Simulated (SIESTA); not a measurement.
Runs of SIESTA 5.4.2 on ZnO (zincite). It takes space group P6_3mc (No. 186, hexagonal). Conventional cell: a = 3.249 Å, b = 3.249 Å, c = 5.206 Å, α = 90.00°, β = 90.00°, γ = 120.00°. Zn (site symmetry 3m) has 4 O at 1.97 to 1.98 Å as nearest neighbours. O (site symmetry 3m) is surrounded by 4 Zn at 1.97 to 1.98 Å. 

```tsv
task	level	potentials or basis	gap on the mesh (eV)	pressure (GPa)	V0 of scaled cells (Å³/atom)	B0 (GPa)	largest force (eV/Å)
equation of state	PBEsol	PseudoDojo 0.4 standard (PBEsol files), DZP (energy shift 0.003 Ry; two zetas on semicore shells)	-	-	11.86	150	-
equation of state	LDA	PseudoDojo 0.4 standard (LDA files), DZP (energy shift 0.003 Ry; two zetas on semicore shells)	-	-	(a)	(b)	-
single point	PBEsol	PseudoDojo 0.4 standard (PBEsol files), DZP (energy shift 0.003 Ry; two zetas on semicore shells)	0.92	-0.6	-	-	0.08
band structure	LDA	PseudoDojo 0.4 standard (LDA files), DZP (energy shift 0.003 Ry; two zetas on semicore shells)	0.97	-6.0	-	-	0.07
band structure	PBEsol	PseudoDojo 0.4 standard (PBEsol files), DZP (energy shift 0.003 Ry; two zetas on semicore shells)	0.92	-0.6	-	-	0.08
```

Alike in all rows: no spin polarisation; cell as given; k mesh 9 × 9 × 5; smearing fermi-dirac 0.05 eV; grid cutoff 800 Ry; energy shift 0.003 Ry.

**Question.** Fill in the values left out.

**Answer.** (a) 11.44; (b) 165.

Caveats: short orbitals over semicore shells can move pressures by several GPa; the valence orbitals were made in a potential fitted to the semicore shell under them, which widens gaps by tenths of an eV or more; the basis of atomic orbitals isn't converged, which shifts pressures, moduli and gaps; the cell was scaled at fixed shape and fractional positions, which overstates the stiffness of a crystal with free parameters, most of all of layers and chains (some runs).

Runs at the PBE level aren't shown here.
